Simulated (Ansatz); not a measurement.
Level of theory: DFT PBE, scalar-relativistic, plane waves, PAW in Ansatz. All cells share a 420 eV cutoff and Γ-centred k meshes spaced at most about 0.3 Å⁻¹ (2π included). No spin polarisation in the final relaxations.

These are static total energies at zero pressure. All come from trial cells, and lower structures may exist.

Question: Which of these relaxed structures of Hf3SiO8 is the lowest in energy?
A.

```
CELL_PARAMETERS angstrom
3.32995 -3.33771 0.00000
3.32995 3.33771 0.00000
0.00000 0.00000 6.23814
ATOMIC_POSITIONS crystal
Hf 0.00000 0.00000 0.76048
Hf 0.00000 0.00000 0.23952
Hf 0.50000 0.50000 0.50000
Si 0.50000 0.50000 0.00000
O 0.78096 0.21904 0.00000
O 0.80711 0.19289 0.50000
O 0.68376 0.68376 0.78003
O 0.68376 0.68376 0.21997
O 0.31624 0.31624 0.78003
O 0.31624 0.31624 0.21997
O 0.21904 0.78096 0.00000
O 0.19289 0.80711 0.50000
```

B.

```
CELL_PARAMETERS angstrom
-2.49762 2.49762 4.98100
2.49762 -2.49762 4.98100
2.49762 2.49762 -4.98100
ATOMIC_POSITIONS crystal
Hf 0.75000 0.25000 0.50000
Hf 0.50000 0.50000 0.00000
Hf 0.25000 0.75000 0.50000
Si 0.00000 0.00000 0.00000
O 0.35993 0.35993 0.47845
O 0.11852 0.64007 0.00000
O 0.88148 0.88148 0.52155
O 0.64007 0.11852 0.00000
O 0.64007 0.64007 0.52155
O 0.35993 0.88148 0.00000
O 0.11852 0.11852 0.47845
O 0.88148 0.35993 0.00000
```

Answer: A. It has Hf and Si ordered on rutile sites, space group Cmmm (No. 65); the next, B, with Hf and Si ordered on fluorite sites, space group I4/mmm (No. 139), lies 0.32 eV/atom higher. Counting O atoms around Hf and Si (those within 1.25 times the shortest such distance or 1.15 times the sum of covalent radii), the lowest has Hf 6, Si 6 and the next has Hf 8, Si 8.

These runs have no spin–orbit coupling, which can matter for Hf. Cells relaxed within their symmetry can be saddle points. Some types were kept out of the candidates beforehand, so the set may lack a known form.
